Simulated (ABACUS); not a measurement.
Ag:

```xyz
1
Lattice="0.0000 2.0427 2.0427 2.0427 0.0000 2.0427 2.0427 2.0427 0.0000" Properties=species:S:1:pos:R:3 pbc="T T T"
Ag    0.0000    0.0000    0.0000
```

Base run:

* Program: ABACUS 3.10.1
* Functional: BLYP
* Potentials or basis: PseudoDojo NC SR 0.5 PBE stringent
* Cutoff: 1116 eV
* Density cutoff: 4463 eV
* Basis: plane waves
* k mesh: 9 × 9 × 9
* Occupations: fermi-dirac, width 0.05 eV
* Spin: no spin polarisation

Its results: band gap on the k mesh none (metal or under the smearing width); pressure 11.9 GPa.

Task: The run is repeated on the same cell with these changes: functional from BLYP to PBEsol. What comes out?

Result: Band gap on the k mesh none (metal or under the smearing width); pressure -2.8 GPa.

PBEsol binds more tightly than BLYP, so the same cell stands under less pressure.

Caveats: the potentials were made for another functional, which shifts forces and pressure.
